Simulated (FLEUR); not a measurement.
# Al (Fm-3m) in FLEUR: notebook

Runs on Al. Level: PBEsol. Tasks: equation of state.

All numbers are computed with FLEUR MaX-R8.1 (later development tree); they aren't measurements. Logs are shortened: lines on timing, memory, paths and dates and some standing lists are left out, and cuts for length are marked.

**The experiment to reproduce.**

From “The interpretation of polycrystalline coherent inelastic neutron scattering from aluminium”, 2013, pmc:3831299, for a bulk crystal of Al: bulk modulus 76.9 GPa.

The runs below are set against these values where they give the same quantity.

### Step 1. Starting point

The structure is cubic, space group Fm-3m (No. 225). The conventional cell has a = 4.050 Å, b = 4.050 Å, c = 4.050 Å, α = 90.00°, β = 90.00°, γ = 90.00°. Around Al (site symmetry m-3m) lie 12 Al at 2.86 Å.

### Step 2. Equation of state, PBEsol, 15.61 Å³/atom (volume scaled by 0.94)

File inp.xml:

```xml
<?xml version="1.0" encoding="UTF-8" standalone="no"?>
<fleurInput fleurInputVersion="0.39">
   <comment>
      Al                                                                                                  
   </comment>
   <calculationSetup>
      <cutoffs Kmax="4.1" Gmax="12.7" GmaxXC="12.7" numbands="0"/>
      <scfLoop itmax="60" minDistance="0.00001" maxIterBroyd="15" imix="Anderson" alpha="0.05" precondParam="0.0" spinf="2.0" sdNocoIR="T"/>
      <coreElectrons ctail="T" frcor="F" kcrel="0" coretail_lmax="0"/>
      <xcFunctional name="PBEs" relativisticCorrections="F"/>
      <magnetism jspins="1"/>
      <soc l_soc="F" theta="0.0" phi="0.0" spav="F"/>
      <expertModes spex="0" secvar="F"/>
      <geometryOptimization l_f="F" forcealpha="1.0" forcemix="BFGS" epsdisp="0.0005" epsforce="0.0002"/>
      <ldaU l_linMix="F" mixParam="0.05" spinf="1.0"/>
   </calculationSetup>
   <cell>
      <bzIntegration valenceElectrons="11.0" mode="hist" fermiSmearingEnergy="0.00183747">
         <kPointListSelection listName="default-1"/>
         <!-- k-points included here -->
         <xi:include xmlns:xi="http://www.w3.org/2001/XInclude" href="kpts.xml"> </xi:include>
      </bzIntegration>
      <!-- symmetry operations included here -->
      <xi:include xmlns:xi="http://www.w3.org/2001/XInclude" href="sym.xml"> </xi:include>
      <bulkLattice scale="0.9795861087">
         <bravaisMatrix>
            <row-1>    0.0000000000000000     3.8263269057207032     3.8263269057207032</row-1>
            <row-2>    3.8263269057207032     0.0000000000000000     3.8263269057207032</row-2>
            <row-3>    3.8263269057207032     3.8263269057207032     0.0000000000000000</row-3>
         </bravaisMatrix>
      </bulkLattice>
   </cell>
   <atomSpecies>
      <species name="Aluminum (Al)" element="Al" atomicNumber="13">
         <mtSphere radius="2.45" gridPoints="829" logIncrement="0.014"/>
         <atomicCutoffs lmax="10" lnonsphr="10"/>
         <electronConfig flipSpins="F">
            <coreConfig>(1s1/2)</coreConfig>
            <valenceConfig>(2s1/2) (2p1/2) (2p3/2) (3s1/2) (3p1/2) (3p3/2)</valenceConfig>
            <stateOccupation state="(3p1/2)" spinUp="0.166667" spinDown="0.166667"/>
            <stateOccupation state="(3p3/2)" spinUp="0.333333" spinDown="0.333333"/>
         </electronConfig>
         <energyParameters s="3" p="3" d="3" f="4"/>
         <lo type="SCLO" l="0" n="2" eDeriv="0"/>
         <lo type="SCLO" l="1" n="2" eDeriv="0"/>
         <lo type="SCLO" l="2" n="3" eDeriv="2"/>
         <lo type="SCLO" l="3" n="4" eDeriv="2"/>
      </species>
   </atomSpecies>
   <atomGroups>
      <atomGroup species="Aluminum (Al)">
         <relPos label="                   1">.0000000000 .0000000000 .0000000000</relPos>
         <force calculate="T" relaxXYZ="TTT"/>
      </atomGroup>
   </atomGroups>
   <output dos="F" band="F" slice="F">
      <checks vchk="F" cdinf="F"/>
      <bandDOS minEnergy="-.5*Htr" maxEnergy="0.5*Htr" sigma="0.015" storeEVData="T"/>
      <vacuumDOS vacdos="F" integ="F" star="F" nstars="0" locx1="0.0" locy1="0.0" locx2="0.0" locy2="0.0" nstm="0" tworkf="0.0"/>
      <unfoldingBand unfoldBand="F" supercellX="1" supercellY="1" supercellZ="1"/>
      <plotting iplot="0" polar="F">
         <plot TwoD="T" vec1="  1.0  0.0  0.0" vec2="  0.0  1.0  0.0" vec3="  0.0  0.0  1.0" zero="  0.0  0.0  0.0" file="plot"/>
      </plotting>
      <chargeDensitySlicing numkpt="0" minEigenval="0.0" maxEigenval="0.0" nnne="0" pallst="F"/>
      <specialOutput eonly="F"/>
      <moessbauerParams electricFieldGradient="T" isomerShift="T" coreHyperfine="T" valenceHyperfine="T"/>
      <magneticCircularDichroism mcd="F" energyLo="-10.0" energyUp="0.0"/>
   </output>
  <!-- We include the file relax.xml here to enable relaxations (see documentation) -->
  <xi:include xmlns:xi="http://www.w3.org/2001/XInclude" href="relax.xml"> <xi:fallback/> </xi:include>
</fleurInput>
```

Potentials or basis: all-electron, FLAPW.

Started as:

```bash
> inpgen -f crystal.txt -profile fastHighL
> # inp.xml edited to the form shown
> fleur_MPI
```

Standard output:

```text
Welcome to FLEUR        (www.flapw.de)
      MaX-Release 8.1          (www.max-centre.eu)

 ========== k-point set info ==========
 Selected k-point list: default-1
 k-point list type: mesh
 11 x 11 x 11
 Number of k points: 56

 ------------Calculation Setup---------------------------
 Number of MPI-tasks      :            1
 Number of PE/node        :            1
 Number of OMP-threads    :            1
 Most efficient MPI parallelization for:
           1           2           4           7           8          14          28          56
 Additional eigenvalue parallelization possible
 Number of basis functions:          157
 Approximate size of matrices (H+S) per k-point:         0.000 GB
 --------------------------------------------------------
 Iteration:     1   Distance:       3.98694429 me/bohr^3
 Iteration:     2   Distance:       3.76739328 me/bohr^3
 Iteration:     3   Distance:       1.14937440 me/bohr^3
 Iteration:     4   Distance:       0.12301204 me/bohr^3
 Iteration:     5   Distance:       0.09645957 me/bohr^3
 Iteration:     6   Distance:       0.00472155 me/bohr^3
 Iteration:     7   Distance:       0.00572582 me/bohr^3
 Iteration:     8   Distance:       0.00014616 me/bohr^3
 Iteration:     9   Distance:       0.00002544 me/bohr^3
 Iteration:    10   Distance:       0.00000272 me/bohr^3

 ********************************************************************
 Run finished successfully
 Stop message:
   all done
 ********************************************************************
```

out.xml (last iteration):

```text
<iteration numberForCurrentRun="   10" overallNumber="   10">
         <energyParameters units="Htr">
            <atomicEP atomType="1" spin="1" branch="3s" branchLowest="-3.48" branchHighest="1.01" value="0.0815035920"/>
            <atomicEP atomType="1" spin="1" branch="3p" branchLowest="-2.07" branchHighest="1.42" value="0.2398193144"/>
            <atomicEP atomType="1" spin="1" branch="3d" branchLowest="-9.99" branchHighest="1.78" value="0.4194913833"/>
            <atomicEP atomType="1" spin="1" branch="4f" branchLowest="-9.99" branchHighest="3.40" value="0.5878276002"/>
            <loAtomicEP atomType="1" spin="1" branch="2s" branchLowest="-54.92" branchHighest="-3.48" value="-3.4834083057"/>
            <loAtomicEP atomType="1" spin="1" branch="2p" branchLowest="-9.99" branchHighest="-2.07" value="-2.0752527497"/>
            <loAtomicEP atomType="1" spin="1" branch="3d" branchLowest="-9.99" branchHighest="1.78" value="0.4194909712"/>
            <loAtomicEP atomType="1" spin="1" branch="4f" branchLowest="-9.99" branchHighest="3.40" value="0.5878297398"/>
         </energyParameters>
         <eigenvalues>
            <eigenvaluesAt spin="1" ikpt="1" k_x="0.00000000" k_y="0.00000000" k_z="0.00000000">
                      -3.4835452381       -2.0747555526       -2.0747555526       -2.0747555526       -0.1226355672
                       0.7752471201        0.7752471201        0.7752471201        0.8477232256
            </eigenvaluesAt>
            <eigenvaluesAt spin="1" ikpt="2" k_x="0.00000000" k_y="0.00000000" k_z="0.09090909">
                      -3.4835343695       -2.0748398746       -2.0747686458       -2.0747686458       -0.1140697588
                       0.6681560372        0.7546051998        0.7546051998        0.8672769376
            </eigenvaluesAt>
            <eigenvaluesAt spin="1" ikpt="3" k_x="0.00000000" k_y="0.00000000" k_z="0.18181818">
                      -3.4835050799       -2.0750655148       -2.0748035872       -2.0748035872       -0.0884688910
                       0.5298244352        0.7285127471        0.7285127471        0.8568081215
            </eigenvaluesAt>
            <eigenvaluesAt spin="1" ikpt="4" k_x="0.00000000" k_y="0.00000000" k_z="0.27272727">
                      -3.4834667746       -2.0753604986       -2.0748493164       -2.0748493164       -0.0461122493
                       0.3996146801        0.7135496426        0.7135496426        0.8475025158
            </eigenvaluesAt>
         </eigenvalues>
         <bandgap value="0.2757656109" units="eV"/>
         <sumValenceSingleParticleEnergies value="-19.0212152554" units="Htr"/>
         <FermiEnergy value="0.3004867317" units="Htr"/>
         <valenceDensity>
            <mtCharges spin="1">
               <mtCharge atomType="1" total="9.7851890" s="2.7776302" p="6.8192599" d="0.1760640" f="0.0113389"/>
            </mtCharges>
            <spinDependentCharge spin="1" total="11.0000000" interstitial="1.2148110" mtSpheres="9.7851890"/>
            <totalCharge value="11.0000000000"/>
         </valenceDensity>
         <coreStates atomType="     1" atomicNumber=" 13" spin="1" kinEnergy="    158.8664599841" eigValSum="   -109.8490270276" lostElectrons=" 0.000000">
            <state n="1" l="0" j="0.5" energy="-54.9245135138" weight="1.0000000000"/>
         </coreStates>
         <allElectronCharges>
            <spinDependentCharge spin="1" total="13.0000000" interstitial="1.2148110" mtSpheres="11.7851890"/>
            <totalCharge value="13.0000000001"/>
         </allElectronCharges>
         <moessbauerParams unitsHFF="kG" unitsIS="e/bohr^3" unitsEFG="Htr/bohr^2">
            <coreIsomerShift atomType="1" isTotal="1397.29754">
               <shell n="1" l="0" isomerShift="1397.29754"/>
            </coreIsomerShift>
            <isomerShift atomType="1" nucleusRadius="0.0000708" averageDensity="1496.05636"/>
            <electricFieldGradient atomType="1" VXX="0.00000" VYY="0.00000" VZZ="0.00000" asymParam="0.00000">
            </electricFieldGradient>
         </moessbauerParams>
         <totalEnergy                                    value="     -242.3464054280" units="Htr">
            <sumOfEigenvalues                            value="     -128.8702422830">
               <coreElectrons value="-109.8490270276"/>
               <valenceElectrons value="-19.0212152554"/>
            </sumOfEigenvalues>
            <densityCoulombPotentialIntegral value="-347.9802557308"/>
            <densityEffectivePotentialIntegral value="-371.6607295915"/>
            <chargeDenXCDenIntegral value="-18.1599978514"/>
            <FockExchangeEnergyValence value="0.0000000000"/>
            <FockExchangeEnergyCore value="0.0000000000"/>
            <atomTypeDependentContributions atomType="1">
               <electronNucleiInteractionDifferentMTs value="288.1362011924"/>
               <MadelungTerm value="-4.8505658273"/>
            </atomTypeDependentContributions>
            <tkbTimesEntropy value="0.0001379100"/>
            <freeEnergy value="-242.3465433379"/>
            <extrapolationTo0K value="-242.3464743830"/>
         </totalEnergy>
         <densityConvergence units="me/bohr^3">
            <chargeDensity spin="1" distance="0.0000027229"/>
         </densityConvergence>
      </iteration>
```

Run time: 8.8 s. Hardware: 1 thread of Arm Neoverse V1, shared host; peak memory 0.06 GiB.

Results:

```
Free energy                                           : -6594.5854 eV
Band gap on the k mesh                                : none (metal or under the smearing width)
Valence electrons inside the program's atomic spheres : Al 9.79 (radii Al 2.45 bohr)
```

### Step 3. Equation of state, PBEsol, 15.94 Å³/atom (volume scaled by 0.96)

inp.xml: that of step 2 with these lines changed.

```diff
@@ -24,3 +24,3 @@
       <xi:include xmlns:xi="http://www.w3.org/2001/XInclude" href="sym.xml"> </xi:include>
-      <bulkLattice scale="0.9795861087">
+      <bulkLattice scale="0.9864848297">
          <bravaisMatrix>
```

Potentials or basis: all-electron, FLAPW.

Started as:

```bash
> inpgen -f crystal.txt -profile fastHighL
> # inp.xml edited to the form shown
> fleur_MPI
```

Run time: 9.1 s. Hardware: 1 thread of Arm Neoverse V1, shared host; peak memory 0.06 GiB.

The run converged. Its results:

* Free energy: -6594.5904 eV
* Band gap on the k mesh: none (metal or under the smearing width)
* Valence electrons inside the program's atomic spheres: Al 9.76 (radii Al 2.45 bohr)

### Step 4. Equation of state, PBEsol, 16.27 Å³/atom (volume scaled by 0.98)

inp.xml: that of step 3 with these lines changed.

```diff
@@ -24,3 +24,3 @@
       <xi:include xmlns:xi="http://www.w3.org/2001/XInclude" href="sym.xml"> </xi:include>
-      <bulkLattice scale="0.9864848297">
+      <bulkLattice scale="0.9932883884">
          <bravaisMatrix>
```

Started as:

```bash
> inpgen -f crystal.txt -profile fastHighL
> # inp.xml edited to the form shown
> fleur_MPI
```

Run time: 9.2 s. Hardware: 1 thread of Arm Neoverse V1, shared host; peak memory 0.06 GiB.

The run converged. Its results:

- Free energy: -6594.5915 eV
- Band gap on the k mesh: none (metal or under the smearing width)
- Valence electrons inside the program's atomic spheres: Al 9.73 (radii Al 2.45 bohr)

### Step 5. Equation of state, PBEsol, 16.60 Å³/atom

inp.xml: that of step 4 with these lines changed.

```diff
@@ -24,3 +24,3 @@
       <xi:include xmlns:xi="http://www.w3.org/2001/XInclude" href="sym.xml"> </xi:include>
-      <bulkLattice scale="0.9932883884">
+      <bulkLattice scale="1.0000000000">
          <bravaisMatrix>
```

Started as:

```bash
> inpgen -f crystal.txt -profile fastHighL
> # inp.xml edited to the form shown
> fleur_MPI
```

Wall time 9.4 s (1 thread of Arm Neoverse V1, shared host); peak memory 0.06 GiB.

Results (log left out):

```
Free energy                                           : -6594.5891 eV
Band gap on the k mesh                                : none (metal or under the smearing width)
Valence electrons inside the program's atomic spheres : Al 9.70 (radii Al 2.45 bohr)
```

### Step 6. Equation of state, PBEsol, 16.93 Å³/atom (volume scaled by 1.02)

inp.xml: that of step 5 with these lines changed.

```diff
@@ -24,3 +24,3 @@
       <xi:include xmlns:xi="http://www.w3.org/2001/XInclude" href="sym.xml"> </xi:include>
-      <bulkLattice scale="1.0000000000">
+      <bulkLattice scale="1.0066227096">
          <bravaisMatrix>
```

Potentials or basis: all-electron, FLAPW.

Started as:

```bash
> inpgen -f crystal.txt -profile fastHighL
> # inp.xml edited to the form shown
> fleur_MPI
```

Wall time 9.5 s (1 thread of Arm Neoverse V1, shared host); peak memory 0.06 GiB.

The run converged. Its results:

| Property | Result |
| --- | --- |
| Free energy | -6594.5837 eV |
| Band gap on the k mesh | none (metal or under the smearing width) |
| Valence electrons inside the program's atomic spheres | Al 9.68 (radii Al 2.45 bohr) |

### Step 7. Equation of state, PBEsol, 17.27 Å³/atom (volume scaled by 1.04)

inp.xml: that of step 6 with these lines changed.

```diff
@@ -24,3 +24,3 @@
       <xi:include xmlns:xi="http://www.w3.org/2001/XInclude" href="sym.xml"> </xi:include>
-      <bulkLattice scale="1.0066227096">
+      <bulkLattice scale="1.0131594038">
          <bravaisMatrix>
```

Started as:

```bash
> inpgen -f crystal.txt -profile fastHighL
> # inp.xml edited to the form shown
> fleur_MPI
```

It took 9.9 s on 1 thread of Arm Neoverse V1, shared host; peak memory 0.06 GiB.

Results (log left out):

* Free energy: -6594.5755 eV
* Band gap on the k mesh: none (metal or under the smearing width)
* Valence electrons inside the program's atomic spheres: Al 9.65 (radii Al 2.45 bohr)

### Step 8. Equation of state, PBEsol, 17.60 Å³/atom (volume scaled by 1.06)

inp.xml: that of step 7 with these lines changed.

```diff
@@ -24,3 +24,3 @@
       <xi:include xmlns:xi="http://www.w3.org/2001/XInclude" href="sym.xml"> </xi:include>
-      <bulkLattice scale="1.0131594038">
+      <bulkLattice scale="1.0196128224">
          <bravaisMatrix>
```

Started as:

```bash
> inpgen -f crystal.txt -profile fastHighL
> # inp.xml edited to the form shown
> fleur_MPI
```

Run time: 10 s. Hardware: 1 thread of Arm Neoverse V1, shared host; peak memory 0.06 GiB.

The run converged. Its results:

```yaml
Free_energy: -6594.5648 eV
Band_gap_on_the_k_mesh: none (metal or under the smearing width)
Valence_electrons_inside_the_program's_atomic_spheres: Al 9.63 (radii Al 2.45 bohr)
```

### Step 9. Equation of state, PBEsol

Potentials or basis: all-electron, FLAPW.

This step only gathers the single runs of the series.

Results:

```
Equilibrium volume                      : 16.21 Å³/atom
Bulk modulus                            : 83 GPa
Pressure derivative of the bulk modulus : 4.4
```

Energy against volume, from the lowest point:
```tsv
volume (Å³/atom)	energy (meV/atom)
15.607	6.07
15.939	1.11
16.271	0.00
16.603	2.33
16.935	7.78
17.267	15.99
17.599	26.67
```

### Step 10. Comparison with measurements

Step 9. A measured bulk modulus of Al is 76.9 GPa (quoted in “The interpretation of polycrystalline coherent inelastic neutron scattering from aluminium”, 2013, pmc:3831299); the calculated 83 GPa misses it by +8.0 %. The fit is for a static lattice scaled at fixed shape and fixed fractional positions. The cell as given is a measured one (16.60 Å³/atom); PBEsol puts the equilibrium volume -2.4 % from it, thermal expansion not counted.
